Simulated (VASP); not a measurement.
Input of a VASP 6.6.1 run:

File INCAR:

```
SYSTEM = GaP
PREC     = Accurate       ! precision mode
ENCUT    = 520            ! plane-wave cutoff, eV
EDIFF    = 1E-7           ! SCF threshold, eV
ISMEAR   = 0              ! smearing method
SIGMA    = 0.028999999999999998 ! smearing width, eV
LREAL    = .FALSE.        ! projectors in reciprocal space
LASPH    = .TRUE.         ! aspherical terms in the spheres
NELM     = 60             ! most SCF steps
ALGO     = Normal         ! electronic algorithm
ISIF     = 2              ! what is computed and relaxed
LWAVE    = .FALSE.        ! write WAVECAR
LCHARG   = .FALSE.        ! write CHGCAR
GGA      = PE             ! functional
NBANDS   = 16             ! bands
```

Contents of KPOINTS:

```
regular mesh
0
G
  8 8 8
  0 0 0
```

POSCAR

```
GaP
1.0
    0.0000000000      2.7252500000      2.7252500000
    2.7252500000      0.0000000000      2.7252500000
    2.7252500000      2.7252500000      0.0000000000
Ga P
1 1
Direct
    0.0000000000      0.0000000000      0.0000000000
    0.7500000000      0.7500000000      0.7500000000
```

Potentials or basis: VASP PAW PBE potentials, release 64 (Ga_d, P).

The run is started by

```console
$ cat potpaw_PBE.64/Ga_d/POTCAR potpaw_PBE.64/P/POTCAR > POTCAR
$ mpirun -np 1 vasp_std > vasp.out
```

Question: Predict the pressure.

Answer: 2.5 GPa.

Question: Estimate the band gap on the k mesh.

Answer: 1.64 eV, indirect (least direct gap 1.83 eV).

**Measured values to compare with.**

From “Stacking defects in GaP nanowires: Electronic structure and optical properties”, 2018, arxiv:1810.01194, for a bulk crystal of GaP at 10 K: band gap 2.34 eV (indirect).

A measured gap of GaP is 2.34 eV (indirect; 10 K; quoted in “Stacking defects in GaP nanowires: Electronic structure and optical properties”, 2018, arxiv:1810.01194); the calculated 1.64 eV misses it by -0.70 eV. Spin-orbit coupling on Ga is left out. The value is that of PBE on a finite k mesh, which can miss the band edges, without temperature or zero-point motion. Semilocal functionals fall short of measured gaps as a rule.
